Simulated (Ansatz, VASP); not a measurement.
One calculation of Ag2HCl2, two programs

```xyz
5
Lattice="3.8966 0.0000 0.0000 0.0000 3.8966 0.0000 0.0000 0.0000 20.1479" Properties=species:S:1:pos:R:3 pbc="T T T"
Ag    0.0000    0.0000    4.0000
Ag    1.9483    1.9483    6.7245
Cl    1.9483    1.9483    4.0000
Cl    0.0000    0.0000    6.8479
H     0.0000    0.0000   10.1479
```

Alike in both runs: task single point; functional PBE; dispersion D3(BJ); k mesh 7 × 7 × 1; occupations gaussian, width 0.05 eV; collinear spin.

|  | VASP | Ansatz |
| --- | --- | --- |
| version | VASP 6.6.1 | Ansatz 0.2.0 |
| potentials or method | VASP PAW PBE potentials, release 64 (Ag, Cl, H) | scalar-relativistic, plane waves, PAW |
| plane-wave cutoff (eV) | 520 | 420 |
| valence electrons in the cell | 37 | 53 |

VASP gave:

- gap on the k mesh at the Fermi level (eV): 1.12
- least direct gap on the mesh (eV): 2.54
- rms of the force components (eV/Å): 0.096
- net moment per atom (μB): 0.20
- size of the moment on the site where the two differ most (μB): 0.38

**Question.** Which values does Ansatz return?

**Answer.** gap on the k mesh at the Fermi level (eV): 1.12; least direct gap on the mesh (eV): 2.54; rms of the force components (eV/Å): 0.095; net moment per atom (μB): 0.20; size of the moment on the site where the two differ most (μB): 0.90.

Site moments also hang on the region over which each program counts them. The two sets of potentials don't hold the same shells in valence.
